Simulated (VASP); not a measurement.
# FeO (Fm-3m) in VASP: a series of runs, part 2 of 2

VASP 6.6.1. The steps go on from the part before.

### Step 3. Single point, PBE+U, collinear spin, ferromagnetic start

INCAR

```
  PREC = Accurate
  ENCUT = 520
  EDIFF = 1E-7
  ISMEAR = 0
  SIGMA = 0.05
  LREAL = False
  LASPH = True
  NELM = 120
  ALGO = Fast
  ISIF = 2
  LWAVE = False
  LCHARG = True
  ISPIN = 2
  MAGMOM = 3 0
  LORBIT = 11
  NUPDOWN = 0
  LMAXMIX = 4
  LDAU = True
  LDAUTYPE = 2
  LDAUL = 2 -1
  LDAUU = 8 0
  LDAUJ = 0 0
  LDAUPRINT = 1
  GGA = PE
  LELF = True
  LVHAR = True
  NBANDS = 18
```

KPOINTS

```
Automatic mesh
0
Gamma
  8 8 8
```

POSCAR

```
FeO
1.0
    0.0000000000      2.1554001600      2.1554001600
    2.1554001600      0.0000000000      2.1554001600
    2.1554001600      2.1554001600      0.0000000000
Fe O
1 1
Direct
    0.0000000000      0.0000000000      0.0000000000
    0.5000000000      0.5000000000      0.5000000000
```

Potentials or basis: VASP PAW PBE potentials, release 64 (Fe, O).

Launch:

```bash
$ cat potpaw_PBE.64/Fe/POTCAR potpaw_PBE.64/O/POTCAR > POTCAR
$ mpirun -np 1 vasp_std > vasp.out
```

Wall time 22 s (1 thread of AMD EPYC 9R45 (Zen 5), shared host); peak memory 0.12 GiB.

It converged, with:

| Quantity | Value |
| --- | --- |
| Free energy | -10.4994 eV |
| Pressure | -13.1 GPa |
| Net moment | 0.00 μB per cell |
| Valence electrons inside the program's atomic spheres | Fe 6.90; O 5.01 |

Eigenvalues of the final occupation matrices:
```csv
site,spin,trace,eigenvalues
site 1 d,1,3.15,0.10 0.10 0.98 0.98 0.98
site 1 d,2,3.15,0.10 0.10 0.98 0.98 0.98
```

Caveat: the moment is held away from its start; the starting moments collapsed, and a magnetic state may lie lower; the total moment is fixed, so each spin has its own Fermi level.

### Step 4. Single point, PBE+U, collinear spin, ferromagnetic start

INCAR

```
ALGO = Fast ; EDIFF = 1E-6
ENCUT = 520 ; GGA = PE
ISIF = 2 ; ISMEAR = 0
ISPIN = 2 ; LASPH = T
LCHARG = F ; LDAU = T
LDAUJ = 0 0 ; LDAUL = 2 -1
LDAUPRINT = 1 ; LDAUTYPE = 2
LDAUU = 5 0 ; LMAXMIX = 4
LORBIT = 11 ; LREAL = F
LWAVE = F ; MAGMOM = 3 0
NELM = 100 ; PREC = Accurate
SIGMA = 0.05
```

KPOINTS

```
k-points
0
Gamma
  8 8 8
```

POSCAR is that of step 3.

Potentials or basis: VASP PAW PBE potentials, release 64 (Fe, O).

Launch:

```bash
$ cat potpaw_PBE.64/Fe/POTCAR potpaw_PBE.64/O/POTCAR > POTCAR
$ mpirun -np 1 vasp_std > vasp.out
```

OUTCAR:

```text
EDIFF = 1E-6
   ENCUT = 520
   GGA = PE
   ISIF = 2
   ISMEAR = 0
   ISPIN = 2
   LASPH = T
   LORBIT = 11
   LREAL = F
   NELM = 100
   PREC = Accurate

 ion  position               nearest neighbor table
   1  0.000  0.000  0.000-   2 2.16   2 2.16   2 2.16   2 2.16   2 2.16   2 2.16
   2  0.500  0.500  0.500-   1 2.16   1 2.16   1 2.16   1 2.16   1 2.16   1 2.16

  LATTYP: Found a face centered cubic cell.
 ALAT       =     4.3108003200

  Lattice vectors:

 A1 = (   0.0000000000,   2.1554001600,   2.1554001600)
 A2 = (   2.1554001600,   0.0000000000,   2.1554001600)
 A3 = (   2.1554001600,   2.1554001600,   0.0000000000)

Analysis of symmetry for initial positions (statically):
=====================================================================
 Subroutine PRICEL returns:
 Original cell was already a primitive cell.

 Routine SETGRP: Setting up the symmetry group for a
[... 240 lines left out ...]
      9       2.6934      1.00000
     10       6.3892      1.00000
     11      21.5141      0.00000
     12      21.5141      0.00000
[... 745 lines left out ...]
      2      -0.9832      1.00000
      3       0.8496      1.00000
      4       1.5256      1.00000
      5       6.9433      0.00657
      6       7.0299      0.00000
      7       7.4749      0.00000
      8       9.3903      0.00000
      9      10.0278      0.00000
     10      13.3050      0.00000
     11      15.4590      0.00000
     12      17.3435      0.00000
     13      20.2246      0.00000

 [... further k-points ...]
[... 5 lines left out ...]
  --------------------------------------------------------------------------------------
  -------------------------------------------------------------------------------------
  Total       -0.0817037     -0.0817037     -0.0817037     -0.0000000      0.0000000     -0.0000000
  in kB       -6.5363961     -6.5363961     -6.5363961     -0.0000000      0.0000000     -0.0000000
  external PRESSURE =      -6.5363961 kB  Pullay stress =       0.0000000 kB

 VOLUME and BASIS-vectors are now :
 -----------------------------------------------------------------------------
  energy-cutoff  :      520.00
  volume of cell :       20.03
      direct lattice vectors                 reciprocal lattice vectors
     0.000000000  2.155400160  2.155400160    -0.231975486  0.231975486  0.231975486
     2.155400160  0.000000000  2.155400160     0.231975486 -0.231975486  0.231975486
     2.155400160  2.155400160  0.000000000     0.231975486  0.231975486 -0.231975486

 POSITION                                       TOTAL-FORCE (eV/Angst)
 -----------------------------------------------------------------------------------
      0.00000      0.00000      0.00000        -0.000000      0.000000      0.000000
      2.15540      2.15540      2.15540         0.000000     -0.000000     -0.000000
 -----------------------------------------------------------------------------------
    total drift:                                0.000000     -0.000000      0.000000

  FREE ENERGIE OF THE ION-ELECTRON SYSTEM (eV)
  ---------------------------------------------------
  free  energy   TOTEN  =       -12.5128270055 eV

  energy  without entropy=      -12.5113954024  energy(sigma->0) =      -12.51211120

 total charge

# of ion       s       p       d       tot
------------------------------------------
    1        0.294   0.368   6.078   6.740
    2        1.552   3.463   0.000   5.016
--------------------------------------------------
tot          1.847   3.832   6.078  11.756

 magnetization (x)

# of ion       s       p       d       tot
------------------------------------------
    1        0.026   0.020   3.813   3.859
    2        0.020   0.165   0.000   0.185
--------------------------------------------------
tot          0.047   0.185   3.813   4.044
```

Wall time 13 s (1 thread of AMD EPYC 9R45 (Zen 5), shared host); peak memory 0.12 GiB.

What came out:

```yaml
Free_energy: -12.5128 eV
Pressure: -0.7 GPa
Band_gap_on_the_k_mesh: none (metal or under the smearing width)
Net_moment: 4.00 μB per cell
Site_moments: Fe +3.86; O +0.18 μB
Valence_electrons_inside_the_program's_atomic_spheres: Fe 6.74; O 5.02
```

Eigenvalues of the final occupation matrices:
```
    site  spin  trace               eigenvalues
site 1 d     1   4.96  0.97 0.97 0.97 1.02 1.02
site 1 d     2   1.14  0.10 0.10 0.31 0.31 0.31
```

Caveat: a cell with one magnetic atom can't hold antiferromagnetic order, which such compounds often take.

### Step 5. Single point, PBE+U, collinear spin, antiferromagnetic start

INCAR

```
PREC = Accurate
ENCUT = 520
EDIFF = 1E-6
ISMEAR = 0
SIGMA = 0.05
LREAL = False
LASPH = True
NELM = 120
ALGO = Normal
ISIF = 2
LWAVE = False
LCHARG = False
ISPIN = 2
MAGMOM = 3 -3 0 0
LORBIT = 11
LMAXMIX = 4
LDAU = True
LDAUTYPE = 2
LDAUL = 2 -1
LDAUU = 5 0
LDAUJ = 0 0
LDAUPRINT = 1
GGA = PE
NBANDS = 26
```

KPOINTS

```
regular mesh
0
Gamma
  7 7 7
```

POSCAR

```
FeO
1.0
    4.3108003200      2.1554001600      2.1554001600
    2.1554001600      4.3108003200      2.1554001600
    2.1554001600      2.1554001600      4.3108003200
Fe O
2 2
Direct
    0.0000000000      0.0000000000      0.0000000000
    0.5000000000      0.5000000000      0.5000000000
    0.2500000000      0.2500000000      0.2500000000
    0.7500000000      0.7500000000      0.7500000000
```

Launch:

```bash
$ cat potpaw_PBE.64/Fe/POTCAR potpaw_PBE.64/O/POTCAR > POTCAR
$ mpirun -np 1 vasp_std > vasp.out
```

Run time: 2.9 min. Hardware: 1 thread of AMD EPYC 9R45 (Zen 5), shared host; peak memory 0.28 GiB.

The run converged, but a check on its numbers failed (symmetry, net force, bounds or a known fault of this set-up), so they aren't taken as properties of the crystal.

Caveat: the result breaks the symmetry of the cell.

### Step 6. Comparison with measurements

Step 2. Against the measured gap of FeO, 2.4 eV (optical; quoted in “W\"ustite: Electric, thermodynamic and optical properties of FeO”, 2012, arxiv:1203.1201), the calculated 0.00 eV is off by -2.40 eV. So large a miss can be the level of theory's own, or it may mean another phase, state or a wrong row. The value is that of PBE+U on a finite k mesh, which can miss the band edges, without temperature or zero-point motion. The run's magnetic order (collinear spin, random start) needn't be the measured crystal's.

Step 4. A measured gap of FeO is 2.4 eV (optical; quoted in “W\"ustite: Electric, thermodynamic and optical properties of FeO”, 2012, arxiv:1203.1201); the calculated 0.00 eV misses it by -2.40 eV. So large a miss can be the level of theory's own, or it may mean another phase, state or a wrong row. The value is that of PBE+U on a finite k mesh, which can miss the band edges, without temperature or zero-point motion. The run's magnetic order (collinear spin, ferromagnetic start) needn't be the measured crystal's.
